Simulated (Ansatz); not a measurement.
# Zn (P6_3/mmc) in Ansatz: convergence with k mesh

Aim: find how far k mesh must go before the results for Zn settle, at PBE. This setting moves, with any that are tied to it; all else stays.

Program: Ansatz 0.2.0. These are calculated values, not measurements. Logs are shortened: lines on timing, memory, paths and dates and some standing lists are left out, and cuts for length are marked.

**1. The structure**

Symmetry: P6_3/mmc, No. 194, hexagonal system. Conventional cell: a = 2.670 Å, b = 2.670 Å, c = 4.966 Å, α = 90.00°, β = 90.00°, γ = 120.00°. Around Zn (site symmetry -6m2) lie 12 Zn at 2.67 to 2.92 Å.

**2. With k mesh 4 × 4 × 2**

input.yaml

```yaml
crystal:
  lattice:
    - [2.67, 0.0, 0.0]
    - [-1.335, 2.3122878281, 0.0]
    - [0.0, 0.0, 4.966]
  atoms:
    - { symbol: Zn, position: [0.6666666667, 0.3333333333, 0.75] }
    - { symbol: Zn, position: [0.3333333333, 0.6666666667, 0.25] }
hamiltonian:
  xc: pbe
  pseudopotentials: { kind: paw }
kpoints:
  mp_grid: { grid: [4, 4, 2] }
scf:
  occupations: { method: methfessel_paxton, width: 0.1 }
output:
  forces: true
  stress: true
  eigenvalues: true
```

Potentials or basis: Ansatz PAW.

Started as:

```sh
$ ansatz run input.yaml --threads 2 --pin off --max-ram 5632MiB --backend cpu --events-out ev --progress --plain --runs-dir out
```

It took 0.27 s on 2 threads of Intel Xeon Platinum 8488C (Sapphire Rapids), shared host; peak memory 0.32 GiB.

What came out:

```
Free energy            : -6638.3355 eV
Pressure               : -2.6 GPa
Band gap on the k mesh : none (metal or under the smearing width)
```

**3. With k mesh 5 × 5 × 3**

Edit input.yaml of step 2 so:

```diff
@@ -12,3 +12,3 @@
 kpoints:
-  mp_grid: { grid: [4, 4, 2] }
+  mp_grid: { grid: [5, 5, 3] }
 scf:
```

Potentials or basis: Ansatz PAW.

Started as:

```sh
$ ansatz run input.yaml --threads 2 --pin off --max-ram 5632MiB --backend cpu --events-out ev --progress --plain --runs-dir out
```

Wall time 0.27 s (2 threads of Intel Xeon Platinum 8488C (Sapphire Rapids), shared host); peak memory 0.32 GiB.

Results:

| Quantity | Value |
| --- | --- |
| Free energy | -6638.0484 eV |
| Pressure | -0.1 GPa |
| Band gap on the k mesh | none (metal or under the smearing width) |

**4. With k mesh 7 × 7 × 3**

Edit input.yaml of step 3 so:

```diff
@@ -12,3 +12,3 @@
 kpoints:
-  mp_grid: { grid: [5, 5, 3] }
+  mp_grid: { grid: [7, 7, 3] }
 scf:
```

Started as:

```sh
$ ansatz run input.yaml --threads 2 --pin off --max-ram 5632MiB --backend cpu --events-out ev --progress --plain --runs-dir out
```

Wall time 0.31 s (2 threads of Intel Xeon Platinum 8488C (Sapphire Rapids), shared host); peak memory 0.33 GiB.

What came out:

- Free energy: -6638.1082 eV
- Pressure: -0.9 GPa
- Band gap on the k mesh: none (metal or under the smearing width)

**5. With k mesh 8 × 8 × 4**

Edit input.yaml of step 4 so:

```diff
@@ -12,3 +12,3 @@
 kpoints:
-  mp_grid: { grid: [7, 7, 3] }
+  mp_grid: { grid: [8, 8, 4] }
 scf:
```

Started as:

```sh
$ ansatz run input.yaml --threads 2 --pin off --max-ram 5632MiB --backend cpu --events-out ev --progress --plain --runs-dir out
```

Run time: 0.42 s. Hardware: 2 threads of Intel Xeon Platinum 8488C (Sapphire Rapids), shared host; peak memory 0.34 GiB.

Results:

```
Free energy            : -6638.0321 eV
Pressure               : -0.5 GPa
Band gap on the k mesh : none (metal or under the smearing width)
```

**6. With k mesh 10 × 10 × 5**

Edit input.yaml of step 5 so:

```diff
@@ -12,3 +12,3 @@
 kpoints:
-  mp_grid: { grid: [8, 8, 4] }
+  mp_grid: { grid: [10, 10, 5] }
 scf:
```

Potentials or basis: Ansatz PAW.

Started as:

```sh
$ ansatz run input.yaml --threads 2 --pin off --max-ram 5632MiB --backend cpu --events-out ev --progress --plain --runs-dir out
```

Wall time 0.5 s (2 threads of Intel Xeon Platinum 8488C (Sapphire Rapids), shared host); peak memory 0.36 GiB.

The run converged. Its results:

```
Free energy            : -6638.0742 eV
Pressure               : -0.8 GPa
Band gap on the k mesh : none (metal or under the smearing width)
```

**7. With k mesh 13 × 13 × 6**

Edit input.yaml of step 6 so:

```diff
@@ -12,3 +12,3 @@
 kpoints:
-  mp_grid: { grid: [10, 10, 5] }
+  mp_grid: { grid: [13, 13, 6] }
 scf:
```

Started as:

```sh
$ ansatz run input.yaml --threads 2 --pin off --max-ram 5632MiB --backend cpu --events-out ev --progress --plain --runs-dir out
```

Wall time 0.83 s (2 threads of Intel Xeon Platinum 8488C (Sapphire Rapids), shared host); peak memory 0.38 GiB.

The run converged. Its results:

| Item | Value |
| --- | --- |
| Free energy | -6638.0742 eV |
| Pressure | -1.0 GPa |
| Band gap on the k mesh | none (metal or under the smearing width) |

**8. With k mesh 16 × 16 × 8**

Edit input.yaml of step 7 so:

```diff
@@ -12,3 +12,3 @@
 kpoints:
-  mp_grid: { grid: [13, 13, 6] }
+  mp_grid: { grid: [16, 16, 8] }
 scf:
```

Started as:

```sh
$ ansatz run input.yaml --threads 2 --pin off --max-ram 5632MiB --backend cpu --events-out ev --progress --plain --runs-dir out
```

Run time: 1.3 s. Hardware: 2 threads of Intel Xeon Platinum 8488C (Sapphire Rapids), shared host; peak memory 0.4 GiB.

The run converged. Its results:

| Quantity | Value |
| --- | --- |
| Free energy | -6638.0699 eV |
| Pressure | -1.0 GPa |
| Band gap on the k mesh | none (metal or under the smearing width) |

**9. With k mesh 19 × 19 × 9**

Edit input.yaml of step 8 so:

```diff
@@ -12,3 +12,3 @@
 kpoints:
-  mp_grid: { grid: [16, 16, 8] }
+  mp_grid: { grid: [19, 19, 9] }
 scf:
```

Potentials or basis: Ansatz PAW.

Started as:

```sh
$ ansatz run input.yaml --threads 2 --pin off --max-ram 5632MiB --backend cpu --events-out ev --progress --plain --runs-dir out
```

Standard output:

```text
Warning: RAYON_NUM_THREADS=2 ignored (pool sized by the plan → 2); use --threads N
Engine: ansatz 0.2.0, x86_64-unknown-linux-gnu
Pseudopotentials: kind: paw
Pseudopotential: Zn, paw, valence charge 12, recommended cutoff 420 eV (normal), Zn.paw.azcp
Functional definition: PBE
  parameter kappa = 0.804
  parameter beta = 0.06672455060314922
  exchange = pbe_x(kappa = kappa, mu = beta*pi^2/3)
  correlation = pbe_c(beta = beta)
Crystal: 2 atoms, lattice volume = 30.659 Å³
Basis set: ecut = 420 eV, 623 PW (Γ), exchange–correlation on 36×36×72 points (8 copies of the dense FFT grid, shifted against one another)
Bands: 16, of which v1, the nominal top of the filled ones, is band 12 counted from 1 (11 counted from 0)
Symmetry: 24 space group operations
Space group: P63/mmc (ITA 194), of the structure as read, at distance tolerance 3.1e-5 Å
k-points: 200 of 3249
Non-local potential: Zn, projectors of the file, l = 0: 2, l = 1: 2, l = 2: 3, l = 3: 1
PAW form: soft (Blöchl's): semilocal exchange-correlation on the pseudo side does not see the compensation charge
PAW one-centre angular grid: Zn, 590 points (default); XC on 64 Gauss nodes
Initial density: superposition of atomic densities (neutral atoms: chi_scale 0, normalization atom), corrected by the library's trained network
Initial wavefunctions: pseudopotential atomic-orbital guess
Functional: x = pbe(κ = 0.804, μ = 0.2195149727645171), c = pbe(β = 0.06672455060314922)
SCF iter   1: F=—  HF=-6638.057704 eV  |F-HF|=—  |Δ(HF+E_count)|=         —  Δρ=9.74e-4  dr2=1.37e-4  ethr=1.77e-3  ⟨swp⟩=5.0  Hψ=15822  notcnv=0
preconditioner: auto → none  [metal: Δε(μ)=0.014 eV  Ē_g=13.027 eV  σ=0.100 eV  W_gap=0.11  n_scr=4 (ndim 8)  ℏωp=32.9 eV  f_vac=0.000  D(μ)=0.59/eV (n_scr^D=2)  sad-step TF]
SCF iter   2: F=—  HF=-6638.057877 eV  |F-HF|=—  |Δ(HF+E_count)|=   1.73e-4  S|Δr|=    0.00e0  Δρ=6.50e-4  dr2=6.47e-5  ethr=5.73e-7  ⟨swp⟩=2.7  Hψ=7895  notcnv=0
SCF iter   3: F=—  HF=-6638.057884 eV  |F-HF|=—  |Δ(HF+E_count)|=   6.84e-6  S|Δr|=    0.00e0  Δρ=2.96e-4  dr2=1.07e-5  ethr=2.70e-7  ⟨swp⟩=2.0  Hψ=5418  notcnv=0
SCF iter   4: F=—  HF=-6638.057904 eV  |F-HF|=—  |Δ(HF+E_count)|=   1.99e-5  S|Δr|=    0.00e0  Δρ=1.14e-4  dr2=1.97e-6  ethr=4.47e-8  ⟨swp⟩=2.2  Hψ=4655  notcnv=0
SCF iter   5: F=—  HF=-6638.057905 eV  |F-HF|=—  |Δ(HF+E_count)|=   8.94e-7  S|Δr|=    0.00e0  Δρ=2.70e-5  dr2=1.30e-7  ethr=8.22e-9  ⟨swp⟩=2.0  Hψ=5577  notcnv=0
SCF iter   6: F=-6638.057905 eV  HF=-6638.057905 eV  |F-HF|=7.28e-11  |Δ(HF+E_count)|=   2.60e-8  S|Δr|=    0.00e0  Δρ=6.34e-7  dr2=5.87e-11  ethr=4.17e-10  ⟨swp⟩=5.0  Hψ=12768  notcnv=0
SCF 1 converged in 6 iterations: F = -6638.057905 eV  dr2 = 5.87e-11
SCF converged after 6 iterations
Stability not checked: this state was not tested for a lower state beside it, because cold or Methfessel-Paxton smearing, or corrected tetrahedra, fill the levels in a way that the test cannot read (fill_not_monotonic; see scf.lower_state_search)
Free energy (F): -6638.057905 eV
Harris-Foulkes:  -6638.057905 eV  (|F-HF|=7.28e-11)
Internal energy: -6638.057606 eV  (E = F + TS)
E sigma→0 (E₀):  -6638.057830 eV
Entropy (-TS):   -0.000299 eV (-0.150 meV/atom)
Fermi energy:    10.945697 eV
--- Per-component energies (eV) ---
  E_band       = 95.140906
  E_kinetic    = 261.776890
  E_local      = -3084.247914  (includes V_loc(G=0)·N_el)
  E_nonlocal   = 1221.077671
  E_hartree    = 1292.582512
  E_xc         = -275.324337
  E_vxc        = -105.095843  (∫ρ·V_xc dr)
  E_paw        = -3649.624061  (= ΣΔE_a)
  E_vpaw       = -783.534080  (= ΣTr[D̂ρ^β])
  E_aug_tail   = -0.000745  (compensation charges beyond the density's cutoff)
  E_ewald      = -2404.297622
  E_smearing   = -0.000299  (= −TS)
  E_closure    = -0.000000  (closes the sum)
  Σ components = -6638.057905   (vs F -6638.057905, Δ=0.00e0)
--- Forces (eV/Å), atoms counted from 1 ---
  atom   1  Zn    -0.00000000    -0.00000000    -0.00000000
  atom   2  Zn    -0.00000000     0.00000000     0.00000000
  max |Σ_I F_I| component: 1.30e-16 eV/Å
--- Stress (GPa, compression-positive) ---
       -1.171814       0.000000       0.000000
       -0.000000      -1.171814       0.000000
        0.000000       0.000000      -0.238360
  P = ⅓ Tr σ = -0.8607 GPa (-8.607 kbar)
--- Band table (eV; the first three rows and the last of 200) ---
  k-point 0: bands = ["0.5885", "2.3730", "3.0616", "3.2944", "3.2944", "3.3432", "3.3432", "3.6665", "3.6665", "3.8701", "3.8701", "7.3225", "7.8697", "24.3302", "27.8923", "28.2161"]
  k-point 1: bands = ["0.6626", "2.3658", "3.0631", "3.2934", "3.2934", "3.3399", "3.3399", "3.6752", "3.6752", "3.8658", "3.8658", "6.2391", "9.1151", "23.0266", "28.2894", "28.2894"]
  k-point 2: bands = ["0.8802", "2.3347", "3.0727", "3.2918", "3.2918", "3.3309", "3.3309", "3.6988", "3.6988", "3.8530", "3.8530", "5.1019", "10.7447", "20.8518", "28.5060", "28.5060"]
  k-point 199: bands = ["3.0155", "3.0259", "3.1376", "3.1585", "3.3079", "3.3344", "3.4990", "3.5257", "3.8542", "3.8684", "11.1069", "11.6261", "12.8174", "12.8832", "13.5332", "13.6218"]
```

Run time: 1.7 s. Hardware: 2 threads of Intel Xeon Platinum 8488C (Sapphire Rapids), shared host; peak memory 0.42 GiB.

Results:

| Property | Result |
| --- | --- |
| Free energy | -6638.0579 eV |
| Pressure | -0.9 GPa |
| Band gap on the k mesh | none (metal or under the smearing width) |

**10. Result**

| k mesh | energy less the tightest run, at zero smearing (meV/atom) | pressure (GPa) | SCF cycles | CPU time (s) | peak memory (GiB) |
| --- | --- | --- | --- | --- | --- |
| 4 × 4 × 2 | -138.48 | -2.57 | 6 | 0.4 | 0.32 |
| 5 × 5 × 3 | 4.84 | -0.08 | 5 | 0.41 | 0.32 |
| 7 × 7 × 3 | -24.68 | -0.88 | 5 | 0.49 | 0.33 |
| 8 × 8 × 4 | 12.75 | -0.54 | 6 | 0.7 | 0.34 |
| 10 × 10 × 5 | -8.24 | -0.84 | 5 | 0.85 | 0.36 |
| 13 × 13 × 6 | -8.22 | -1.01 | 6 | 1.5 | 0.38 |
| 16 × 16 × 8 | -6.04 | -1.00 | 6 | 2.4 | 0.4 |
| 19 × 19 × 9 | 0.00 | -0.86 | 6 | 3.1 | 0.42 |

Not settled before the last step: the energy (to 1 meV/atom), the pressure (to 0.1 GPa). Meshes of other sizes hit other points, so gaps and Fermi surfaces needn't settle smoothly. The tightest run that finished is the yardstick and may itself not be fully converged.
